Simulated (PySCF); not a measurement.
Frontier levels across methods

C5H5N.
Cartesian coordinates in Å at the PBE0-D3(BJ)/def2-SVP level; atoms count from 1:
```
atom  x, y, z in Å
C1    -0.3999    1.1240    0.0235
C2    -1.1371    0.0936    0.6016
C3    -0.6228   -1.2022    0.5451
N4     0.5369   -1.5080   -0.0310
C5     1.2347   -0.5173   -0.5806
C6     0.8145    0.8131   -0.5830
H7    -0.7664    2.1535    0.0450
H8    -2.0952    0.2862    1.0892
H9    -1.1795   -2.0343    0.9922
H10    2.1857   -0.7939   -1.0510
H11    1.4291    1.5853   -1.0510
```

Basis pcSseg-2 throughout (PySCF), one geometry. Geometry: PBE0-D3(BJ)/def2-SVP; no solvent, vibrations or thermal averaging.

How do the orbital energies, the gap and the dipole change with the method?

```
  method                    kind  HOMO (eV)  LUMO (eV)  gap (eV)  μ (D)  SCF cycles
    BLYP                     GGA      -5.78      -1.68      4.10   2.22          16
    OPBE                     GGA      -5.86      -1.75      4.11   2.14          16
     PBE                     GGA      -5.88      -1.83      4.04   2.20          16
   B97-D                     GGA      -5.90      -1.73      4.18   2.20          16
     LDA                     LDA      -5.97      -2.07      3.90   2.28          15
    BP86                     GGA      -5.98      -1.91      4.07   2.21          15
     KT2                     GGA      -6.08      -1.76      4.32   2.16          16
     KT3                     GGA      -6.09      -1.75      4.34   2.13          15
   B3LYP           global hybrid      -7.19      -1.09      6.09   2.26          14
    PBE0           global hybrid      -7.43      -0.89      6.54   2.25          14
mPW1PW91           global hybrid      -7.47      -0.90      6.57   2.25          14
 wB97X-D  range-separated hybrid      -9.34       0.88     10.22   2.28          14
      HF            Hartree–Fock      -9.48       2.61     12.08   2.31          12
```

The HOMO spans 3.70 eV, from BLYP down to HF, and the gap runs from 3.90 eV (LDA) to 12.08 eV (HF). Over the methods BLYP (0 %), OPBE (0 %), PBE (0 %), B97-D (0 %), LDA (0 %), BP86 (0 %), KT2 (0 %), KT3 (0 %), B3LYP (20 %), PBE0 (25 %), mPW1PW91 (25 %), HF (100 %), a straight line through the gap against the share of exact exchange rises by 0.81 eV for each 10 % (correlation coefficient 0.996). The dipole ranges from 2.13 D (KT3) to 2.31 D (HF). This basis has no diffuse functions.

Reference dipole: 2.19 D (measured, gas; NIST CCCBDB Release 22 (SRD 101), experimental dipoles); nearest here: PBE (2.20 D) and B97-D (2.20 D). 

The vertical ΔSCF ionisation energy at wB97X-D/def2-SVPD is 9.58 eV; −ε(HOMO) comes closest to it with HF (9.48 eV).
